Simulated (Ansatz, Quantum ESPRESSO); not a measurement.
This is a calculation of La for Ansatz 0.2.0. The given cell was strained at random by a few per cent at fixed volume. This isn't the form of La at room conditions, which is double hcp.

File input.yaml:

```yaml
crystal:
  lattice:
    - [-2.104478, 2.179338, 2.12452]
    - [2.138203, -2.12912, 2.108026]
    - [2.084755, 2.109397, -2.074302]
  atoms:
    - { symbol: La, position: [-0.01613, -0.017158, -0.014942] }
kpoints:
  mp_grid: { grid: [9, 9, 9] }
scf:
  occupations: { method: fermi_dirac, width: 0.05 }
hamiltonian:
  xc: pbesol
  pseudopotentials: { kind: all_electron, lapw: { basis_error: 0.001 } }
output:
  forces: true
  stress: true
  eigenvalues: true
  populations: true
```

Potentials or basis: all-electron LAPW, scalar-relativistic.

Launch:

```console
$ ansatz run input.yaml --threads 2 --pin off --max-ram 6144MiB --backend cpu --events-out ev --progress --plain --runs-dir out
```

**Question.** What does the same run look like in Quantum ESPRESSO 7.5? Potentials or basis there: GBRV 1.5 PBEsol, cutoff 612 eV.

**Answer.** As run (cutoffs and basis follow the program's own potentials, and thresholds, step limits or extra output files can differ):

File pw.in:

```
&CONTROL
  calculation = 'scf'
  prefix = 'pwscf'
  outdir = './tmp'
  pseudo_dir = './pseudo'
  tprnfor = .true.
  tstress = .true.
  disk_io = 'nowf'
/
&SYSTEM
  ibrav = 0
  nat = 1
  ntyp = 1
  ecutwfc = 45
  ecutrho = 360
  nbnd = 11
  occupations = 'smearing'
  smearing = 'fd'
  degauss = 0.00367493
/
&ELECTRONS
  conv_thr = 2d-10
  electron_maxstep = 120
  mixing_beta = 0.5
/
ATOMIC_SPECIES
La   138.9055 la_pbesol_v1.uspp.F.UPF
CELL_PARAMETERS angstrom
  -2.1044780000    2.1793380000    2.1245200000
   2.1382030000   -2.1291200000    2.1080260000
   2.0847550000    2.1093970000   -2.0743020000
ATOMIC_POSITIONS crystal
La    -0.0161300000   -0.0171580000   -0.0149420000
K_POINTS automatic
9 9 9 0 0 0
```

Potentials or basis: GBRV 1.5 PBEsol.

The run is started by

```bash
$ OMP_NUM_THREADS=1 mpirun -n 2 pw.x -nk 2 -in pw.in > pw.out
```

Both were run:

|  | Ansatz | Quantum ESPRESSO |
| --- | --- | --- |
| Pressure | -2.5 GPa | -2.4 GPa |

Where Ansatz's input types no cutoff or centring, it takes its own default and a Γ-centred mesh.

The undisturbed cell isn't at this level's minimum, so the move can lower the energy.

Pressure is positive in compression.
